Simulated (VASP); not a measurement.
# Sn (Fd-3m) in VASP: settings compared

The runs below take Sn through relaxation of cell and atoms, with LDA, PBEsol.

Everything below comes from runs of VASP 6.6.1. Logs are shortened: lines on timing, memory, paths and dates and some standing lists are left out, and cuts for length are marked.

### Step 1. The crystal as given

It takes space group Fd-3m (No. 227, cubic). The conventional cell has a = 6.467 Å, b = 6.467 Å, c = 6.467 Å, α = 90.00°, β = 90.00°, γ = 90.00°. Sn (site symmetry -43m) is surrounded by 4 Sn at 2.80 Å.

This isn't the form of Sn at room conditions, which is tetragonal (white tin).

### Step 2. Relaxation of cell and atoms, LDA

INCAR reads:

```
SYSTEM = Sn
ALGO     = Normal         ! electronic algorithm
EDIFF    = 1E-6           ! SCF threshold, eV
EDIFFG   = -0.01          ! ionic threshold
ENCUT    = 600            ! plane-wave cutoff, eV
IBRION   = 2              ! ionic algorithm
ISIF     = 3              ! what is computed and relaxed
ISMEAR   = 0              ! smearing method
LASPH    = .True.         ! aspherical terms in the spheres
LCHARG   = .False.        ! write CHGCAR
LREAL    = .False.        ! projectors in reciprocal space
LWAVE    = .False.        ! write WAVECAR
NELM     = 80             ! most SCF steps
NSW      = 90             ! ionic steps
PREC     = Accurate       ! precision mode
SIGMA    = 0.03           ! smearing width, eV
```

KPOINTS reads:

```
k-points
0
Gamma
  10 10 10
  0 0 0
```

POSCAR reads:

```
Sn
1.0
    0.0000000000      3.2333428000      3.2333428000
    3.2333428000      0.0000000000      3.2333428000
    3.2333428000      3.2333428000      0.0000000000
Sn
2
Direct
    0.0000000000      0.0000000000      0.0000000000
    0.2500000000      0.2500000000      0.2500000000
```

Potentials or basis: VASP PAW LDA potentials, release 64 (Sn_d).

Command:

```bash
$ cat potpaw_LDA.64/Sn_d/POTCAR > POTCAR
$ mpirun -np 1 vasp_std > vasp.out
```

OUTCAR:

```text
SYSTEM = Sn
   EDIFF = 1E-6
   EDIFFG = -0.01
   ENCUT = 600
   IBRION = 2
   ISIF = 3
   ISMEAR = 0
   LASPH = .True.
   LREAL = .False.
   NELM = 80
   NSW = 90
   PREC = Accurate

 ion  position               nearest neighbor table
   1  0.000  0.000  0.000-   2 2.80   2 2.80   2 2.80   2 2.80
   2  0.250  0.250  0.250-   1 2.80   1 2.80   1 2.80   1 2.80

  LATTYP: Found a face centered cubic cell.
 ALAT       =     6.4666856000

  Lattice vectors:

 A1 = (   0.0000000000,   3.2333428000,   3.2333428000)
 A2 = (   3.2333428000,   0.0000000000,   3.2333428000)
 A3 = (   3.2333428000,   3.2333428000,   0.0000000000)

Analysis of symmetry for initial positions (statically):
=====================================================================
 Subroutine PRICEL returns:
 Original cell was already a primitive cell.

 Routine SETGRP: Setting up the symmetry group for a
 face centered cubic supercell.

 Subroutine GETGRP returns: Found 48 space group operations
 (whereof 24 operations were pure point group operations)
 out of a pool of 48 trial point group operations.

The static configuration has the point symmetry T_d .
 The point group associated with its full space group is O_h .

Analysis of symmetry for dynamics (positions and initial velocities):
=====================================================================
 Subroutine PRICEL returns:
 Original cell was already a primitive cell.

 Routine SETGRP: Setting up the symmetry group for a
 face centered cubic supercell.

 Subroutine GETGRP returns: Found 48 space group operations
 (whereof 24 operations were pure point group operations)
 out of a pool of 48 trial point group operations.

The dynamic configuration has the point symmetry T_d .
 The point group associated with its full space group is O_h .

 Subroutine INISYM returns: Found 48 space group operations
 (whereof 24 operations are pure point group operations),
 and found     1 'primitive' translations

----------------------------------------------------------------------------------------

                                     Primitive cell

  volume of cell :      67.6060

  direct lattice vectors                    reciprocal lattice vectors
     0.000000000  3.233342800  3.233342800    -0.154638723  0.154638723  0.154638723
     3.233342800  0.000000000  3.233342800     0.154638723 -0.154638723  0.154638723
     3.233342800  3.233342800  0.000000000     0.154638723  0.154638723 -0.154638723

  length of vectors
     4.572637240  4.572637240  4.572637240     0.267842124  0.267842124  0.267842124

  position of ions in fractional coordinates (direct lattice)
     0.000000000  0.000000000  0.000000000
     0.250000000  0.250000000  0.250000000

  ion indices of the primitive-cell ions
   primitive index   ion index
                 1           1
                 2           2

----------------------------------------------------------------------------------------

 KPOINTS: k-points

Automatic generation of k-mesh.
 Grid dimensions read from file:
 generate k-points for:   10   10   10

 Generating k-lattice:

  Cartesian coordinates                     Fractional coordinates (reciprocal lattice)
    -0.015463872  0.015463872  0.015463872     0.100000000  0.000000000  0.000000000
     0.015463872 -0.015463872  0.015463872     0.000000000  0.100000000  0.000000000
     0.015463872  0.015463872 -0.015463872     0.000000000  0.000000000  0.100000000

  Length of vectors
     0.026784212  0.026784212  0.026784212

  Shift w.r.t. Gamma in fractional coordinates (k-lattice)
     0.000000000  0.000000000  0.000000000

 Subroutine IBZKPT returns following result:
 ===========================================

 Found     47 irreducible k-points:

 Following reciprocal coordinates:
            Coordinates               Weight
  0.000000  0.000000  0.000000      1.000000
  0.100000  0.000000  0.000000      8.000000
  0.200000  0.000000  0.000000      8.000000
  0.300000  0.000000  0.000000      8.000000
  0.400000  0.000000  0.000000      8.000000
  0.500000  0.000000  0.000000      4.000000
[... 16 lines left out ...]
  0.300000  0.300000  0.000000      6.000000
  0.400000  0.300000  0.000000     24.000000
 [... further k-points ...]
   k-points           NKPTS =     47   k-points in BZ     NKDIM =     47   number of bands    NBANDS=     18
   number of dos      NEDOS =    301   number of ions     NIONS =      2
   total plane-waves  NPLWV =  64000
   dimension x,y,z NGX =    40 NGY =   40 NGZ =   40
   dimension x,y,z NGXF=    80 NGYF=   80 NGZF=   80
   ions per type =               2
   NGX,Y,Z   is equivalent  to a cutoff of  14.54, 14.54, 14.54 a.u.
   NGXF,Y,Z  is equivalent  to a cutoff of  29.09, 29.09, 29.09 a.u.
 SYSTEM =  Sn
   PREC   = accura    normal or accurate (medium, high low for compatibility)
   ISTART =      0    job   : 0-new  1-cont  2-samecut
   ICHARG =      2    charge: 1-file 2-atom 10-const
   ISPIN  =      1    spin polarized calculation?
   LNONCOLLINEAR =      F non collinear calculations
   LSORBIT =      F    spin-orbit coupling
   LASPH  =      T    aspherical Exc in radial PAW
   ENCUT  =  600.0 eV  44.10 Ry    6.64 a.u.   9.13  9.13  9.13*2*pi/ulx,y,z
   NELM   =     80;   NELMIN=  2; NELMDL= -5     # of ELM steps
   EDIFF  = 0.1E-05   stopping-criterion for ELM
   LREAL  =      F    real-space projection
   EDIFFG = -.1E-01   stopping-criterion for IOM
   NSW    =     90    number of steps for IOM
   IBRION =      2    ionic relax: 0-MD 1-quasi-New 2-CG
   NFREE  =      1    steps in history (QN), initial steepest desc. (CG)
   ISIF   =      3    stress and relaxation
   ISYM   =      2    0-nonsym 1-usesym 2-fastsym
   POTIM  = 0.5000    time-step for ionic-motion
   TEBEG  =    0.0;   TEEND  =   0.0 temperature during run
   PSTRESS=    0.0 pullay stress
   NELECT =      28.0000    total number of electrons
   NUPDOWN=      -1.0000    fix difference up-down
   EMIN   =  10.00;   EMAX   =-10.00  energy-range for DOS
   EFERMI =   0.00;   METHOD = LEGACY
   ISMEAR =     0;   SIGMA  =   0.03  broadening in eV -4-tet -1-fermi 0-gaus
   EFERMI_NEDOS =   21; number of points for ismear=-14 and -15
   IALGO  =     38    algorithm
   IMIX   =      4    mixing-type and parameters
     AMIX     =   0.40;   BMIX     =  1.00
     AMIX_MAG =   1.60;   BMIX_MAG =  1.00
  volume/ion in A,a.u.               =      33.80       228.11
  Fermi-wavevector in a.u.,A,eV,Ry     =   1.220298  2.306028 20.260793  1.489126
  Thomas-Fermi vector in A             =   2.355520
   LORBIT       =      0    0 simple, 1 ext, 2 COOP (PROOUT), +10 PAW based schemes
   GGA     = CA    functional components
   LHFCALC =     F    Hartree Fock is set to
   AEXX    =    0.0000 exact exchange contribution
   IVDW    =     0    specifies the selected vdW correction
   LEPSILON=     F    determine dielectric tensor
   LRPA    =     F    only Hartree local field effects (RPA)
 conjugate gradient relaxation of ions
 non-spin polarized calculation
 Gauss-broadening in eV      SIGMA  =   0.03
  energy-cutoff  :      600.00
  volume of cell :       67.61
 maximum number of plane-waves:      2279
 NGX is ok and might be reduce to    40
   NGX = 19   NGY = 19   NGZ = 19

--------------------------------------- Ionic step        1  -------------------------------------------

 number of electron      28.0000005 magnetization

 Free energy of the ion-electron system (eV)
  ---------------------------------------------------
  ext. energy  EPLUGINS =         0.00000000
  ---------------------------------------------------
  free energy    TOTEN  =        -8.93978162 eV

  energy without entropy =       -8.93965962  energy(sigma->0) =       -8.93972062

------------------------ aborting loop because EDIFF is reached ----------------------------------------

  FORCE on cell =-STRESS in cart. coord.  units (eV):
  Direction    XX          YY          ZZ          XY          YZ          ZX
  --------------------------------------------------------------------------------------
  -------------------------------------------------------------------------------------
  Total        0.0737398      0.0737398      0.0737398     -0.0000000      0.0000000     -0.0000000
  in kB        1.7475408      1.7475408      1.7475408     -0.0000000      0.0000000     -0.0000000
  external PRESSURE =       1.7475408 kB  Pullay stress =       0.0000000 kB
[... 57 lines left out ...]
  energy  without entropy=       -8.9397164420  energy(sigma->0) =       -8.93979283

--------------------------------------- Ionic step        3  -------------------------------------------

 number of electron      28.0000005 magnetization

 Free energy of the ion-electron system (eV)
  ---------------------------------------------------
  ext. energy  EPLUGINS =         0.00000000
  ---------------------------------------------------
  free energy    TOTEN  =        -8.93990036 eV

  energy without entropy =       -8.93975831  energy(sigma->0) =       -8.93982933

 E-fermi :   5.3677     XC(G=0):  -9.2244

 val. band max:        5.3566535536   @ k =   0.5000   0.0000   0.0000
 cond. band min:       5.4203273697   @ k =   0.4000   0.0000   0.0000
 fundamental gap:      0.0636738161
 Fermi energy:         5.3677486159

 k-point     1 :       0.0000    0.0000    0.0000
  band No.  band energies     occupation
      1     -16.1836      2.00000
      2     -16.1836      2.00000
      3     -16.1836      2.00000
      4     -16.1211      2.00000
      5     -16.1211      2.00000
      6     -15.8029      2.00000
[... 10 lines left out ...]
     17       7.5917      0.00000
     18       7.5917      0.00000
[... 466 lines left out ...]
      2     -16.2270      2.00000
      3     -16.1533      2.00000
      4     -16.0299      2.00000
      5     -15.9963      2.00000
      6     -15.9667      2.00000
[... 10 lines left out ...]
     17      10.8784      0.00000
     18      11.3765      0.00000

 [... further k-points ...]

------------------------ aborting loop because EDIFF is reached ----------------------------------------

  FORCE on cell =-STRESS in cart. coord.  units (eV):
  Direction    XX          YY          ZZ          XY          YZ          ZX
  --------------------------------------------------------------------------------------
  -------------------------------------------------------------------------------------
  Total        0.0157844      0.0157844      0.0157844      0.0000000      0.0000000      0.0000000
  in kB        0.3727914      0.3727914      0.3727914      0.0000000      0.0000000      0.0000000
  external PRESSURE =       0.3727914 kB  Pullay stress =       0.0000000 kB
[... 17 lines left out ...]
  FREE ENERGIE OF THE ION-ELECTRON SYSTEM (eV)
  ---------------------------------------------------
  free  energy   TOTEN  =        -8.9399003568 eV

  energy  without entropy=       -8.9397583093  energy(sigma->0) =       -8.93982933

 reached required accuracy - stopping structural energy minimisation
```

Run time: 2 min. Hardware: 1 thread of Intel Xeon Platinum 8488C (Sapphire Rapids), shared host; peak memory 0.21 GiB.

Results:

| Property | Result |
| --- | --- |
| Free energy | -8.9399 eV |
| Relaxed volume | 33.92 Å³/atom |
| Relaxed cell | a = 4.578 Å, b = 4.578 Å, c = 4.578 Å, α = 60.00°, β = 60.00°, γ = 60.00° |
| Space group after relaxing (to 0.05 Å) | Fd-3m (No. 227) |
| Energy gained by relaxing | 0.1 meV/atom |
| Ionic steps | 3 |
| Pressure after relaxing | 0.0 GPa |
| Band gap on the k mesh | none (metal or under the smearing width) |

The path:
```csv
step,energy change (eV),largest force (eV/Å),pressure (GPa),volume (Å³)
1,0.0000,0.0000,0.17,67.61
2,-0.0001,0.0000,-0.09,67.97
3,-0.0001,0.0000,0.04,67.84
```

Final structure:
```
Sn
1.0
     0.00000    3.23704    3.23704
     3.23704    0.00000    3.23704
     3.23704    3.23704    0.00000
Sn
2
Direct
  0.00000 0.00000 0.00000
  0.25000 0.25000 0.25000
```

### Step 3. Relaxation of cell and atoms, LDA

This run uses another cell than the first one, of 33.92 Å³/atom, 1.003 times its volume.

Changes to INCAR since step 2:

```diff
@@ -2,4 +2,4 @@
 ALGO     = Normal         ! electronic algorithm
-EDIFF    = 1E-6           ! SCF threshold, eV
-EDIFFG   = -0.01          ! ionic threshold
+EDIFF    = 1E-7           ! SCF threshold, eV
+EDIFFG   = -0.005         ! ionic threshold
 ENCUT    = 600            ! plane-wave cutoff, eV
```

KPOINTS is that of step 2.

POSCAR reads:

```
Sn                                      
1.0
   -0.0000000000      3.2370353991      3.2370353991
    3.2370353991      0.0000000000      3.2370353991
    3.2370353991      3.2370353991     -0.0000000000
  Sn            
     2
Direct
     0.0000000000000000    0.0000000000000000    0.0000000000000000
     0.2500000000000000    0.2500000000000000    0.2500000000000000
```

Potentials or basis: VASP PAW LDA potentials, release 64 (Sn_d).

Command:

```bash
$ cat potpaw_LDA.64/Sn_d/POTCAR > POTCAR
$ mpirun -np 1 vasp_std > vasp.out
```

Wall time 63 s (1 thread of Intel Xeon Platinum 8488C (Sapphire Rapids), shared host); peak memory 0.22 GiB.

Results (log left out):

- Free energy: -8.9399 eV
- Pressure after relaxing: 0.0 GPa
- Band gap on the k mesh: none (metal or under the smearing width)

Final structure:
```
Sn
1.0
     0.00000    3.23704    3.23704
     3.23704    0.00000    3.23704
     3.23704    3.23704    0.00000
Sn
2
Direct
  0.00000 0.00000 0.00000
  0.25000 0.25000 0.25000
```

Levels at points of the mesh, in eV from the Fermi level:
| k point | band 12 | band 13 | band 14 | band 15 | band 16 | band 17 |
| --- | --- | --- | --- | --- | --- | --- |
| (0.00, 0.00, 0.00) | -0.67 | 0.16 | 0.16 | 0.16 | 2.22 | 2.22 |
| (0.50, 0.00, 0.00) | -6.29 | -1.05 | -1.05 | -0.01 | 3.30 | 3.30 |
| (0.50, 0.50, 0.00) | -7.51 | -2.41 | -2.41 | 0.83 | 0.83 | 7.77 |

Caveat: the relaxation stopped at its first step, so nothing moved.

(Continued in part 2 of 2.)
